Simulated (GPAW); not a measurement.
Runs of GPAW 26.7.0 on AlN. Symmetry: P6_3mc, No. 186, hexagonal system. The conventional cell has a = 3.113 Å, b = 3.113 Å, c = 4.981 Å, α = 90.00°, β = 90.00°, γ = 120.00°. Al (site symmetry 3m) has 4 N at 1.89 Å as nearest neighbours. N (site symmetry 3m) is surrounded by 4 Al at 1.89 Å. 

```tsv
task	level	potentials or basis	cell	k mesh	cutoff (eV)	smearing	valence bands	conduction bands	scissors	integrate gamma	bse mode	other keys	gap on the mesh (eV)	pressure (GPa)	relaxed volume (Å³/atom)	largest force (eV/Å)
relaxation of cell and atoms	rSCAN+D4	GPAW PAW data sets (gpaw-data 1.2.1), pw	relaxed	7 × 7 × 4	800	fermi-dirac 0.05 eV	-	-	-	-	-	-	(b)	0.0	10.28	0.01
energy-loss spectrum	LDA	the program's PAW data sets (release 1.2.1) made for this functional, pw	as given	8 × 8 × 5	600	fermi-dirac 0.001 eV	-	-	-	-	-	-	4.25	-	-	-
optical spectrum	LDA	the program's PAW data sets (release 1.2.1) made for this functional, pw	as given	8 × 8 × 5	600	fermi-dirac 0.001 eV	-	-	1 eV	-	-	-	4.25	-	-	-
single point	LDA	the program's PAW data sets (release 1.2.1) made for this functional, pw	as given	8 × 8 × 5	600	fermi-dirac 0.05 eV	-	-	-	-	-	-	4.25	-10.6	-	(a)
relaxation of cell and atoms	OLYP+D3	PAW data sets generated in the run's folder for this functional, pw	relaxed	7 × 7 × 4	800	fermi-dirac 0.05 eV	-	-	-	-	-	-	4.50	0.0	10.24	-
Wannier functions	WC	PAW data sets generated in the run's folder for this functional, pw	as given	10 × 10 × 6	800	fermi-dirac 0.05 eV	-	-	-	-	-	several, not listed	(c)	0.9	-	0.13
```

Alike in all rows: no spin polarisation.

**Question.** Estimate the missing entries.

**Answer.** (a) 0.12; (b) 5.06; (c) 4.16.

Caveats: later steps reuse the first step's grids (some runs); the PAW data sets were made with another functional, which shifts forces and pressure a little (some runs); the highest transitions drop out of the frequency grid (some runs); an odd mesh through Γ misses points on the zone boundary, where band edges often lie (some runs); the long-wavelength limit can be off by a per cent or two (some runs); independent-particle spectra lack excitons (some runs); the cutoff is short for stress and forces, so pressures can be off by a GPa or more (some runs).
